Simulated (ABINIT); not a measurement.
**RbBr (Fm-3m): G0W0 in ABINIT against the exchange cutoff**

How does the gap of RbBr (Fm-3m) converge in the exchange cutoff?

Main program and level: ABINIT 10.8.3; PBE and many-body steps on it, plane waves.

The database entry behind the starting cell differs from later determinations by our own check (about 0.5 % short), so it need not match the best structure at ambient conditions.

## 1. The starting structure

The structure is cubic, space group Fm-3m (No. 225). Conventional cell: a = 6.854 Å, b = 6.854 Å, c = 6.854 Å, α = 90.00°, β = 90.00°, γ = 90.00°. Nearest to Rb lie 6 Br at 3.43 Å. Nearest to Br lie 6 Rb at 3.43 Å. Farther neighbours and most contacts between anions are not listed.

The cell and positions come from the Crystallography Open Database and are kept as given unless a step says otherwise.

## 2. Screening, 4×4×4 mesh, 41 bands, screening to 106.1 eV

This step: ABINIT 10.8.3; RPA screening on PBE, plane waves, norm-conserving pseudopotentials.

The RPA dielectric matrix is built and inverted for each q.

Input file run.abi:

```
acell 3*1.0 Angstrom
rprim 
  0.000000000000 3.427000000000 3.427000000000
  3.427000000000 0.000000000000 3.427000000000
  3.427000000000 3.427000000000 -0.000000000000
ntypat 2
znucl 37 35
natom 2
typat 1 2
xred 
  0.000000000000 0.000000000000 0.000000000000
  0.500000000000 0.500000000000 0.500000000000
pp_dirpath "pseudos"
pseudos "Rb.upf, Br.upf"
ecut 19
ngkpt 4 4 4
nshiftk 1
shiftk 0 0 0
kptopt 1
chksymbreak 0
istwfk *1
occopt 1
irdwfk 1
optdriver 3
nband 41
ecuteps 3.9
inclvkb 2
awtr 1
symchi 1
indata_prefix "in"
outdata_prefix "out"
tmpdata_prefix "tmp"
```

Launch:

```bash
> OMP_NUM_THREADS=1 mpirun -n 4 abinit run.abi > log
```

The program printed:

```text
.Version 10.8.3 of ABINIT. v10.8.2 released Aug 2026.

 Symmetries : space group Fm -3 m (#225); Bravais cF (face-center cubic)
[... echo of the input left out ...]
== DATASET  1 ==================================================================
-   mpi_nproc: 4, omp_nthreads: 1 (-1 if OMP is not activated)

--- !DatasetInfo
iteration_state: {dtset: 1, }
dimensions: {natom: 2, nkpt: 8, mband: 41, nsppol: 1, nspinor: 1, nspden: 1, mpw: 2180, }
cutoff_energies: {ecut:  19.0, pawecutdg:  -1.0, }
electrons: {nelect:   1.60000000E+01, charge:   0.00000000E+00, occopt:   1.00000000E+00, tsmear:   1.00000000E-02, }

 SCREENING: Calculation of the susceptibility and dielectric matrices

 Based on a program developped by R.W. Godby, V. Olevano, G. Onida, and L. Reining.
 Incorporated in ABINIT by V. Olevano, G.-M. Rignanese, and M. Torrent.
.Using double precision arithmetic ; gwpc =  8

[... cell and pseudopotentials left out ...]
--------------------------------------------------------------------------------

 ==== K-mesh for the wavefunctions ====
 Number of points in the irreducible wedge :     8
[... list of points left out ...]
 Together with 48 symmetry operations and time-reversal symmetry
 yields    64 points in the full Brillouin Zone.

 ==== Q-mesh for the screening function ====
 Number of points in the irreducible wedge :     8
[... list of points left out ...]
 Together with 48 symmetry operations and time-reversal symmetry
 yields    64 points in the full Brillouin Zone.

 setmesh: FFT mesh size selected  =    25x   25x   25
          total number of points  =        15625

 vcoul_init : cutoff-mode = AUXILIARY_FUNCTION
 q-points for optical limit:   1
     1)      0.000010    0.000020    0.000030

- screening: taking advantage of time-reversal symmetry
- Maximum band index for partially occupied states nbvw = 8
- Remaining bands to be divided among processors   nbcw = 33
- Number of bands treated by each node ~8

 Number of electrons calculated from density =   16.0000; Expected =   16.0000
 average of density, n =  0.029454
 r_s =    2.0087
 omega_plasma =   16.5551 [eV]

 calculating chi0 at frequencies [eV] :
  1    0.000000E+00    0.000000E+00
  2    0.000000E+00    1.655507E+01

--------------------------------------------------------------------------------
  q-point number  1        q = ( 0.000000, 0.000000, 0.000000) [r.l.u.]
--------------------------------------------------------------------------------
[... chi0 elements left out ...]
 For q-point:  0.000010 0.000020 0.000030
  dielectric constant =   2.3622
  dielectric constant without local fields =   2.8371

  Average fulfillment of the sum rule on Im[epsilon] for q-point    1 :     56.87  [%]
[... wings left out ...]
  q-point number  2        q = ( 0.250000, 0.000000, 0.000000) [r.l.u.]
--------------------------------------------------------------------------------
[... chi0 elements left out ...]
  Average fulfillment of the sum rule on Im[epsilon] for q-point    2 :     80.34  [%]

 [... 6 further q-points ...]
```

The job ended after 12 s (4 MPI ranks of Arm Neoverse N1, shared host; peak memory 0.44 GiB).

This step gave:

| Property | Result |
| --- | --- |
| ε∞ with local fields, on this mesh, along the program's q direction | 2.362 |
| the same without local fields | 2.837 |
| plasma frequency | 16.56 eV |
| plane waves in the screening matrix | 181 |

Local fields lower ε∞ by 17 %.

## 3. 1.9 Ha

This step: G0W0 on PBE, plane waves, norm-conserving pseudopotentials.

Edit run.abi of step 2 so:

```diff
@@ -23,8 +23,15 @@
 irdwfk 1
-optdriver 3
+optdriver 4
 nband 41
+gwcalctyp 0
+ecutsigx 1.9
+symsigma 1
+nkptgw 1
+kptgw 
+  0.0000000000 0.0000000000 0.0000000000
+bdgw 
+  6 12
 ecuteps 3.9
-inclvkb 2
-awtr 1
-symchi 1
+irdscr 1
+ppmodel 1
 indata_prefix "in"
```

The program printed:

```text
.Version 10.8.3 of ABINIT. v10.8.2 released Aug 2026.

 Symmetries : space group Fm -3 m (#225); Bravais cF (face-center cubic)
[... echo of the input left out ...]
== DATASET  1 ==================================================================
-   mpi_nproc: 4, omp_nthreads: 1 (-1 if OMP is not activated)

--- !DatasetInfo
iteration_state: {dtset: 1, }
dimensions: {natom: 2, nkpt: 8, mband: 41, nsppol: 1, nspinor: 1, nspden: 1, mpw: 2180, }
cutoff_energies: {ecut:  19.0, pawecutdg:  -1.0, }
electrons: {nelect:   1.60000000E+01, charge:   0.00000000E+00, occopt:   1.00000000E+00, tsmear:   1.00000000E-02, }

 SIGMA: Calculation of the GW corrections

 Based on a program developped by R.W. Godby, V. Olevano, G. Onida, and L. Reining.
 Incorporated in ABINIT by V. Olevano, G.-M. Rignanese, and M. Torrent.
.Using double precision arithmetic ; gwpc =  8

[... cell and pseudopotentials left out ...]
--------------------------------------------------------------------------------

 ==== K-mesh for the wavefunctions ====
 Number of points in the irreducible wedge :     8
[... list of points left out ...]
 Together with 48 symmetry operations and time-reversal symmetry
 yields    64 points in the full Brillouin Zone.

 ==== Q-mesh for screening function ====
 Number of points in the irreducible wedge :     8
[... list of points left out ...]
 Together with 48 symmetry operations and time-reversal symmetry
 yields    64 points in the full Brillouin Zone.

 vcoul_init : cutoff-mode = AUXILIARY_FUNCTION
 q-points for optical limit:   1
     1)      0.000010    0.000020    0.000030
 setmesh: FFT mesh size selected  =    24x   24x   24
          total number of points  =        13824

 Number of electrons calculated from density =   16.0000; Expected =   16.0000
 average of density, n =  0.029454
 r_s =    2.0087
 omega_plasma =   16.5551 [eV]

 === KS Band Gaps ===
  >>>> For spin  1
   Minimum direct gap =   4.3636 [eV], located at k-point      :   0.0000  0.0000  0.0000
   Fundamental gap    =   4.3636 [eV], Top of valence bands at :   0.0000  0.0000  0.0000
                                       Bottom of conduction at :   0.0000  0.0000  0.0000
 SIGMA fundamental parameters:
 PLASMON POLE MODEL  1
 number of plane-waves for SigmaX                   65
 number of plane-waves for SigmaC and W             65
 number of plane-waves for wavefunctions          2109
 number of bands                                    41
 number of independent spin polarizations            1
 number of spinorial components                      1
 number of k-points in IBZ                           8
 number of q-points in IBZ                           8
 number of symmetry operations                      48
 number of k-points in BZ                           64
 number of q-points in BZ                           64
 number of frequencies for dSigma/dE                 9
 frequency step for dSigma/dE [eV]                0.25
 number of omega for Sigma on real axis              0
 max omega for Sigma on real axis  [eV]           0.00
 zcut for avoiding poles [eV]                     0.10

 EPSILON^-1 parameters (SCR file):
 dimension of the eps^-1 matrix on file            181
 dimension of the eps^-1 matrix used                65
 number of plane-waves for wavefunctions          2109
 number of bands                                    41
 number of q-points in IBZ                           8
 number of frequencies                               2
 number of real frequencies                          1
 number of imag frequencies                          1

 matrix elements of self-energy operator (all in [eV])

 Perturbative Calculation

--- !SelfEnergy_ee
iteration_state: {dtset: 1, }
kpoint     : [   0.000,    0.000,    0.000, ]
spin       : 1
KS_gap     :    4.364
QP_gap     :    6.081
Delta_QP_KS:    1.718
data: !SigmaeeData |
     Band     E0 <VxcDFT>   SigX SigC(E0)      Z dSigC/dE  Sig(E)    E-E0       E
        6  -1.042 -12.668 -15.522   2.228   0.825  -0.212 -13.185  -0.516  -1.558
        7  -1.042 -12.668 -15.522   2.228   0.825  -0.212 -13.185  -0.516  -1.558
        8  -1.042 -12.668 -15.522   2.228   0.825  -0.212 -13.185  -0.516  -1.558
        9   3.322  -6.375  -2.447  -2.551   0.873  -0.146  -5.173   1.201   4.523
       10   6.243  -7.381  -2.836  -2.490   0.869  -0.151  -5.596   1.785   8.028
       11   6.243  -7.381  -2.836  -2.490   0.869  -0.151  -5.596   1.785   8.028
       12   6.243  -7.381  -2.836  -2.490   0.869  -0.151  -5.596   1.785   8.028

== END DATASET(S) ==============================================================
================================================================================

 -outvars: echo values of variables after computation  --------
           etotal      0.0000000000E+00
            nband          41
             nkpt           8
          spgroup         225
 [... the other variables as echoed above ...]

 Calculation completed.
```

Elapsed: 3.7 s, on 4 MPI ranks; peak memory 0.34 GiB.

Numbers from this step:

```yaml
g0w0_gap_on_the_points_computed: 6.081 eV
starting_gap_on_the_mesh: 4.364 eV
k_of_the_valence_top: 0, 0, 0
k_of_the_conduction_bottom: 0, 0, 0
z_at_the_valence_top: 0.825
z_at_the_conduction_bottom: 0.873
least_direct_g0w0_gap_on_the_computed_points: 6.081 eV
```

## 4. 3.8 Ha

Edit run.abi of step 3 so:

```diff
@@ -26,3 +26,3 @@
 gwcalctyp 0
-ecutsigx 1.9
+ecutsigx 3.8
 symsigma 1
```

The program printed:

```text
.Version 10.8.3 of ABINIT. v10.8.2 released Aug 2026.

 Symmetries : space group Fm -3 m (#225); Bravais cF (face-center cubic)
[... echo of the input left out ...]
== DATASET  1 ==================================================================
-   mpi_nproc: 4, omp_nthreads: 1 (-1 if OMP is not activated)

--- !DatasetInfo
iteration_state: {dtset: 1, }
dimensions: {natom: 2, nkpt: 8, mband: 41, nsppol: 1, nspinor: 1, nspden: 1, mpw: 2180, }
cutoff_energies: {ecut:  19.0, pawecutdg:  -1.0, }
electrons: {nelect:   1.60000000E+01, charge:   0.00000000E+00, occopt:   1.00000000E+00, tsmear:   1.00000000E-02, }

 SIGMA: Calculation of the GW corrections

 Based on a program developped by R.W. Godby, V. Olevano, G. Onida, and L. Reining.
 Incorporated in ABINIT by V. Olevano, G.-M. Rignanese, and M. Torrent.
.Using double precision arithmetic ; gwpc =  8

[... cell and pseudopotentials left out ...]
--------------------------------------------------------------------------------

 ==== K-mesh for the wavefunctions ====
 Number of points in the irreducible wedge :     8
[... list of points left out ...]
 Together with 48 symmetry operations and time-reversal symmetry
 yields    64 points in the full Brillouin Zone.

 ==== Q-mesh for screening function ====
 Number of points in the irreducible wedge :     8
[... list of points left out ...]
 Together with 48 symmetry operations and time-reversal symmetry
 yields    64 points in the full Brillouin Zone.

 vcoul_init : cutoff-mode = AUXILIARY_FUNCTION
 q-points for optical limit:   1
     1)      0.000010    0.000020    0.000030
 setmesh: FFT mesh size selected  =    25x   25x   25
          total number of points  =        15625

 Number of electrons calculated from density =   16.0000; Expected =   16.0000
[...]
number of q-points in BZ                           64
 number of frequencies for dSigma/dE                 9
 frequency step for dSigma/dE [eV]                0.25
 number of omega for Sigma on real axis              0
 max omega for Sigma on real axis  [eV]           0.00
 zcut for avoiding poles [eV]                     0.10

 EPSILON^-1 parameters (SCR file):
 dimension of the eps^-1 matrix on file            181
 dimension of the eps^-1 matrix used               181
 number of plane-waves for wavefunctions          2109
 number of bands                                    41
 number of q-points in IBZ                           8
 number of frequencies                               2
 number of real frequencies                          1
 number of imag frequencies                          1

 matrix elements of self-energy operator (all in [eV])

 Perturbative Calculation

--- !SelfEnergy_ee
iteration_state: {dtset: 1, }
kpoint     : [   0.000,    0.000,    0.000, ]
spin       : 1
KS_gap     :    4.364
QP_gap     :    6.435
Delta_QP_KS:    2.071
data: !SigmaeeData |
     Band     E0 <VxcDFT>   SigX SigC(E0)      Z dSigC/dE  Sig(E)    E-E0       E
        6  -1.042 -12.668 -16.339   2.257   0.820  -0.220 -13.827  -1.159  -2.201
        7  -1.042 -12.668 -16.339   2.257   0.820  -0.220 -13.827  -1.159  -2.201
        8  -1.042 -12.668 -16.339   2.257   0.820  -0.220 -13.827  -1.159  -2.201
        9   3.322  -6.375  -2.817  -2.512   0.872  -0.147  -5.463   0.912   4.234
       10   6.243  -7.381  -3.146  -2.456   0.868  -0.152  -5.836   1.544   7.788
       11   6.243  -7.381  -3.146  -2.456   0.868  -0.152  -5.836   1.544   7.788
       12   6.243  -7.381  -3.146  -2.456   0.868  -0.152  -5.836   1.544   7.788

== END DATASET(S) ==============================================================
================================================================================

 -outvars: echo values of variables after computation  --------
           etotal      0.0000000000E+00
            nband          41
             nkpt           8
          spgroup         225
 [... the other variables as echoed above ...]

 Calculation completed.
```

Run time: 5.1 s. Hardware: 4 MPI ranks; peak memory 0.34 GiB.

This step gave:

```
G0W0 gap on the points computed              : 6.435 eV
starting gap on the mesh                     : 4.364 eV
k of the valence top                         : 0, 0, 0
k of the conduction bottom                   : 0, 0, 0
Z at the valence top                         : 0.82
Z at the conduction bottom                   : 0.872
least direct G0W0 gap on the computed points : 6.435 eV
```

(Part 1 of 2 ends here.)

[Paths, hosts, dates, memory and timing lines, banners, echoed tables and standing remarks are left out of the program output.]

[Logs are printed without paths, hosts, clocks, repeated set-up lines and the standing remarks that a program may print on its own settings, such as how far it seeks lower states.]

[Runs of the session that timed out or met a known fault of the program may be left out.]

[Hosts, paths, dates, database ids (printed as entryN), source tags and the programs' standing remarks are cut or masked in the printed files.]

[G0W0 gaps are taken among the corrected bands and points alone; a level outside them can change the order at an edge.]

[Where Ansatz stands beside ABINIT at settings called matched, ABINIT's density can come from a denser mesh and the files from another edition; pairs whose starting gaps differed by over 0.03 eV were left out, so agreement reads better than it is.]
